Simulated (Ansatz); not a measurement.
# KCl (Sylvite) (Fm-3m) in Ansatz: further runs

One crystal, KCl (Sylvite), is run at these levels: PBE, LDA; tasks: band structure.

All numbers are computed with Ansatz 0.2.0; they aren't measurements. Logs are shortened: lines on timing, memory, paths and dates and some standing lists are left out, and cuts for length are marked.

**Measured values to compare with.**

A printed reference work, monograph reports, for a bulk crystal of KCl: band gap 8.68 eV.

How close the calculation comes is told below.

### 1 The crystal as given

Symmetry: Fm-3m, No. 225, cubic system. The conventional cell has a = 6.293 Å, b = 6.293 Å, c = 6.293 Å, α = 90.00°, β = 90.00°, γ = 90.00°. K (site symmetry m-3m) has 6 Cl at 3.15 Å as nearest neighbours. Cl (site symmetry m-3m) is surrounded by 6 K at 3.15 Å.

### 2 Band structure, PBE

Input file input.yaml:

```yaml
crystal:
  lattice:
    - [0.0, 3.14647, 3.14647]
    - [3.14647, 0.0, 3.14647]
    - [3.14647, 3.14647, 0.0]
  atoms:
    - { symbol: K, position: [0.0, 0.0, 0.0] }
    - { symbol: Cl, position: [0.5, 0.5, 0.5] }
kpoints:
  mp_grid: { grid: [7, 7, 7] }
  band_path:
    path:
      - [0.0, 0.0, 0.0]
      - [0.5, 0.0, 0.5]
      - [0.5, 0.25, 0.75]
      - [0.375, 0.375, 0.75]
      - [0.0, 0.0, 0.0]
      - [0.5, 0.5, 0.5]
      - [0.625, 0.25, 0.625]
      - [0.5, 0.25, 0.75]
    npoints: 8
scf:
  occupations: { method: fermi_dirac, width: 0.05 }
hamiltonian:
  xc: pbe
  pseudopotentials: { kind: all_electron, lapw: { basis_error: 0.001 } }
output:
  forces: true
  stress: true
  eigenvalues: true
```

Potentials or basis: all-electron LAPW, scalar-relativistic.

Started as:

```
$ ansatz run input.yaml --threads 1 --pin off --max-ram 3072MiB --backend cpu --events-out ev --progress --plain --runs-dir out
```

The log of the run:

```text
Warning: RAYON_NUM_THREADS=1 ignored (pool sized by the plan → 1); use --threads N
LAPW: plane waves up to 6.049 Å⁻¹, error target 1.0e-3 eV per atom; small_component_spin mean_spin; Cl in spheres of 1.554 Å, 15 of its electrons in bands, Dirac shells []; K in spheres of 1.593 Å, 9 of its electrons in bands, Dirac shells [] (how accurate: hamiltonian.pseudopotentials.lapw.basis_error, Limitations)
Engine: ansatz 0.2.0, x86_64-unknown-linux-gnu
Pseudopotentials: kind: all_electron
Pseudopotential: K, LAPW, valence charge 9, lapw/all_electron/scalar/gaussian/K, Koelling and Harmon's equation, gaussian nucleus
Pseudopotential: Cl, LAPW, valence charge 15, lapw/all_electron/scalar/gaussian/Cl, Koelling and Harmon's equation, gaussian nucleus
Functional definition: PBE
  parameter kappa = 0.804
  parameter beta = 0.06672455060314922
  exchange = pbe_x(kappa = kappa, mu = beta*pi^2/3)
  correlation = pbe_c(beta = beta)
Crystal: 2 atoms, lattice volume = 62.302 Å³
Basis set: ecut = 139.4287696904856 eV, 259 PW (Γ), exchange–correlation at level 2
Bands: 16, of which v1, the nominal top of the filled ones, is band 12 counted from 1 (11 counted from 0)
Symmetry: 48 space group operations
Space group: Fm-3m (ITA 225), of the structure as read, at distance tolerance 4.0e-5 Å
k-points: 20 of 343
Non-local potential: K, projectors of the file, none
Non-local potential: Cl, projectors of the file, none
Initial density: superposition of atomic densities (chi_scale 0.1, normalization cell, long waves kept (reshape's long-wave potential 0.00 eV rms))
Initial wavefunctions: plane waves of lowest kinetic energy (no species holds an atomic orbital)
Functional: x = pbe(κ = 0.804, μ = 0.2195149727645171), c = pbe(β = 0.06672455060314922)
iter 1 solved again at ethr=2.05e-3 eV; its pass at ethr=1.00e-1 eV (dr2=4.91e-1 eV) is discarded
SCF iter   1: F=—  HF=-28946.873379 eV  |F-HF|=—  |Δ(HF+E_count)|=         —  Δρ=1.83e-2  dr2=4.90e-1  ethr=2.05e-3  ⟨swp⟩=2.1  Hψ=2141  notcnv=0
preconditioner: auto → none  [insulator: Δε(μ)=5.925 eV  Ē_g=15.463 eV  σ=0.050 eV  W_gap=1.00  n_scr=14 (ndim 8)  ℏωp=17.6 eV  f_vac=0.000  D(μ)=0.00/eV (n_scr^D=0)  ε∞_Penn≈2.3]
iter 2 solved again at ethr=8.20e-5 eV; its pass at ethr=2.04e-3 eV (dr2=1.97e-2 eV) is discarded
SCF iter   2: F=—  HF=-28946.577165 eV  |F-HF|=—  |Δ(HF+E_count)|=   2.96e-1  Δρ=3.86e-3  dr2=1.97e-2  ethr=8.20e-5  ⟨swp⟩=2.0  Hψ=1758  notcnv=0
SCF iter   3: F=—  HF=-28946.580594 eV  |F-HF|=—  |Δ(HF+E_count)|=         —  Δρ=2.75e-3  dr2=1.09e-2  ethr=8.20e-5  ⟨swp⟩=2.0  Hψ=1061  notcnv=0
the basis was enlarged: its passes take 29.2 KiB over the memory plan, 1 of 1 planned eigensolver slots
SCF iter   4: F=—  HF=-28946.587463 eV  |F-HF|=—  |Δ(HF+E_count)|=   6.87e-3  Δρ=4.02e-4  dr2=2.16e-4  ethr=4.53e-5  ⟨swp⟩=2.9  Hψ=1089  notcnv=0
SCF iter   5: F=—  HF=-28946.587814 eV  |F-HF|=—  |Δ(HF+E_count)|=   3.51e-4  Δρ=4.66e-5  dr2=2.67e-6  ethr=8.98e-7  ⟨swp⟩=3.0  Hψ=1044  notcnv=0
SCF iter   6: F=—  HF=-28946.587787 eV  |F-HF|=—  |Δ(HF+E_count)|=   2.74e-5  Δρ=5.53e-6  dr2=3.47e-8  ethr=1.11e-8  ⟨swp⟩=3.0  Hψ=1109  notcnv=0
SCF iter   7: F=-28946.587787 eV  HF=-28946.587787 eV  |F-HF|=4.89e-9  |Δ(HF+E_count)|=   1.06e-7  Δρ=8.00e-7  dr2=4.43e-10  ethr=1.45e-10  ⟨swp⟩=3.0  Hψ=1070  notcnv=0
SCF 1 converged in 7 iterations: F = -28946.587787 eV  dr2 = 4.43e-10
NSCF: frozen V_eff on 57 k-points
SCF converged after 7 iterations
Free energy (F): -28946.587787 eV
Harris-Foulkes:  -28946.587787 eV  (|F-HF|=4.89e-9)
Internal energy: -28946.587787 eV  (E = F + TS)
E sigma→0 (E₀):  -28946.587787 eV
Fermi energy:    3.959006 eV
--- Per-component energies (eV) ---
  E_band       = -1692.258983
  E_kinetic    = 29125.015259
  E_xc         = -1679.015494
  E_electrostatic = -56392.587552  (all electrons and nuclei)
  E_smearing   = -0.000000  (= −TS)
  E_closure    = 0.000000  (closes the sum)
  E_atoms      = -28939.818367  (free atoms, spherical and without spin; not in F)
  Σ components = -28946.587787   (vs F -28946.587787, Δ=0.00e0)
  Basis errors (estimates in eV, not in F): energy 4.3e-4 per atom: plane waves 3.9e-4 (2.1e-4 summed), levels above the bands 7.6e-59, relativity 2.1e-8, radial functions 4.4e-5, core shells 5.2e-7; eigenvalues (radial functions only) 1.2e-5; not estimated: angular momenta, meshes, grids; target (lapw.basis_error) 1.0e-3; muffin-tin radii Cl 1.554 Å, K 1.593 Å
--- Forces (eV/Å), atoms counted from 1 ---
  atom   1  K     -0.00000000     0.00000000    -0.00000000
  atom   2  Cl     0.00000000    -0.00000000     0.00000000
  max |Σ_I F_I| component: 4.04e-30 eV/Å
--- Stress (GPa, compression-positive) ---
        0.755734       0.000000      -0.000000
        0.000000       0.755734       0.000000
       -0.000000       0.000000       0.755734
  P = ⅓ Tr σ = 0.7557 GPa (7.557 kbar)
--- Band table (eV; the first three rows and the last of 20) ---
  k-point 0: bands = ["-241.7860", "-180.6961", "-180.6961", "-180.6961", "-25.8995", "-10.8244", "-9.3605", "-9.3605", "-9.3605", "1.2931", "1.2931", "1.2931", "6.4816", "9.6563", "9.6563", "9.6563"]
  k-point 1: bands = ["-241.7860", "-180.6961", "-180.6961", "-180.6961", "-25.8975", "-10.8634", "-9.3622", "-9.3622", "-9.3114", "1.0525", "1.2282", "1.2282", "6.9612", "9.5169", "9.9089", "9.9089"]
  k-point 2: bands = ["-241.7860", "-180.6961", "-180.6961", "-180.6961", "-25.8930", "-10.9435", "-9.3662", "-9.3662", "-9.2084", "0.5956", "1.0889", "1.0889", "8.0105", "9.4749", "10.6136", "10.6136"]
  k-point 19: bands = ["-241.7860", "-180.6961", "-180.6961", "-180.6961", "-25.8859", "-10.8364", "-9.4650", "-9.4291", "-9.2701", "0.7130", "0.7890", "0.9297", "9.0117", "9.7116", "10.7942", "11.1962"]
```

Run time: 11 s. Hardware: 1 thread of AMD EPYC 7R43 (Zen 3), shared host; peak memory 0.27 GiB.

Results:

- Free energy: -28946.5878 eV
- Pressure: 0.8 GPa
- Band gap on the k mesh: 5.19 eV, direct
- Band gap along the path: 5.19 eV, direct

Levels at the corners of the path, in eV from the valence-band top:
```csv
point,band 9,band 10,band 11,band 12,band 13,band 14,band 15,band 16
Γ,-10.65,0.00,0.00,0.00,5.19,8.36,8.36,8.36
X,-10.71,-0.66,-0.22,-0.22,6.53,8.34,10.07,10.18
W,-10.56,-0.49,-0.47,-0.47,8.03,8.03,9.44,9.85
K,-10.60,-0.56,-0.55,-0.29,7.27,9.07,9.30,10.07
Γ,-10.65,0.00,0.00,0.00,5.19,8.36,8.36,8.36
L,-10.41,-1.05,-0.33,-0.33,7.58,8.60,10.50,10.50
U,-10.60,-0.56,-0.55,-0.29,7.27,9.07,9.30,10.07
W,-10.56,-0.49,-0.47,-0.47,8.03,8.03,9.44,9.85
```

### 3 Band structure, LDA

input.yaml, as its differences from that of step 2:

```diff
@@ -24,3 +24,3 @@
 hamiltonian:
-  xc: pbe
+  xc: lda
   pseudopotentials: { kind: all_electron, lapw: { basis_error: 0.001 } }
```

Potentials or basis: all-electron LAPW, scalar-relativistic.

Started as:

```
$ ansatz run input.yaml --threads 1 --pin off --max-ram 3072MiB --backend cpu --events-out ev --progress --plain --runs-dir out
```

Run time: 8.6 s. Hardware: 1 thread of AMD EPYC 7R43 (Zen 3), shared host; peak memory 0.27 GiB.

The run converged. Its results:

- Free energy: -28869.7913 eV
- Pressure: -2.0 GPa
- Band gap on the k mesh: 4.74 eV, direct
- Band gap along the path: 4.74 eV, direct

Levels at the corners of the path, in eV from the valence-band top:
```csv
point,band 10,band 11,band 12,band 13,band 14,band 15
Γ,0.00,0.00,0.00,4.74,8.07,8.07
X,-0.70,-0.23,-0.23,6.17,7.96,9.64
W,-0.52,-0.50,-0.50,7.68,7.68,9.10
K,-0.60,-0.59,-0.31,6.92,8.70,8.93
Γ,0.00,0.00,0.00,4.74,8.07,8.07
L,-1.13,-0.35,-0.35,7.17,8.26,10.26
U,-0.60,-0.59,-0.31,6.92,8.70,8.93
W,-0.52,-0.50,-0.50,7.68,7.68,9.10
```

### 4 Comparison with measurements

Step 2. A measured gap of KCl is 8.68 eV (a printed reference work, monograph); the calculated 5.19 eV misses it by -3.49 eV. The value is that of PBE, without temperature or zero-point motion. Semilocal functionals fall short of measured gaps as a rule.

Step 3. A measured gap of KCl is 8.68 eV (a printed reference work, monograph); the calculated 4.74 eV misses it by -3.94 eV. The value is that of LDA, without temperature or zero-point motion. Semilocal functionals fall short of measured gaps as a rule.
